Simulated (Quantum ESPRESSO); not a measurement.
The system is PtS2.

```
Pt S
1.0
     3.54320    0.00000    0.00000
    -1.77160    3.06850    0.00000
     0.00000    0.00000    5.03880
Pt S
1 2
Cartesian
  1.8619 2.8866 0.0171
  -0.0144 2.0767 1.2217
  1.6957 1.1737 3.8001
```

| Property | Result |
| --- | --- |
| Program | Quantum ESPRESSO 7.5 |
| Task | relaxation of the atoms |
| Functional | RPBE |
| Dispersion | D3 |
| Potentials or basis | JTH 2.0 LDA |
| Cutoff | 490 eV |
| Density cutoff | 2939 eV |
| k mesh | 6 × 6 × 4 |
| Occupations | fermi-dirac, width 0.2 eV |
| Spin | no spin polarisation |

At the start: volume 18.26 Å³/atom.

Task: Where does the relaxation end?

Result: Over 7 steps the energy falls by 288.8 meV/atom; space group P-3m1 (No. 164, to 0.05 Å).

The path:
| step | energy change (eV) | largest force (eV/Å) |
| --- | --- | --- |
| 1 | 0.0000 | 5.4548 |
| 2 | -0.8064 | 0.9057 |
| 3 | -0.8520 | 0.4213 |
| 4 | -0.8649 | 0.1948 |
| 5 | -0.8661 | 0.0575 |
| 6 | -0.8663 | 0.0218 |
| 7 | -0.8663 | 0.0041 |

Final structure:
```xyz
3
Lattice="3.5432 0.0000 0.0000 -1.7716 3.0685 0.0000 0.0000 0.0000 5.0388" Properties=species:S:1:pos:R:3 pbc="T T T"
Pt    1.7717    3.0686    0.0000
S     0.0001    2.0453    1.2523
S     1.7714    1.0231    3.7865
```

Caveat: the potentials were made for another functional, which shifts forces and pressure; the cutoff is low for these files, which shifts pressure and relaxed volume.
